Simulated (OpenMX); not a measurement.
The system is W.

```xyz
1
Lattice="0.0000 2.0300 2.0300 2.0300 0.0000 2.0300 2.0300 2.0300 0.0000" Properties=species:S:1:pos:R:3 pbc="T T T"
W     0.0000    0.0000    0.0000
```

This isn't the form of W at room conditions, which is bcc.

| Item | Value |
| --- | --- |
| Program | OpenMX 3.8.5 |
| Task | single point |
| Functional | PBE |
| Potentials or basis | OpenMX 2013 PBE set, W7.0-s3p2d2f1, grid cutoff 400 Ry |
| k mesh | 11 × 11 × 11 |
| Occupations | fermi-dirac, width 0.05 eV |
| Spin | no spin polarisation |

On this cell: pressure -3.3 GPa; band gap on the k mesh none (metal or under the smearing width).

The same run follows on a disturbed copy (cell strained at random at fixed volume):

```
W
1.0
     0.01192    2.00823    2.03186
     2.02971    0.01106    2.03272
     2.05415    2.03352   -0.01337
W
1
Cartesian
  0.0111 0.0150 -0.0317
```

What does the disturbed cell give?

The energy (extrapolated to zero smearing) moves by -4.9 meV/atom; pressure -3.4 GPa; band gap on the k mesh none (metal or under the smearing width).

The energy falls, though the first cell shows no forces: that form is unstable against this distortion, unless noise or another electronic state is at work.

Caveats: the basis of atomic orbitals isn't converged, which shifts pressures, moduli and gaps.
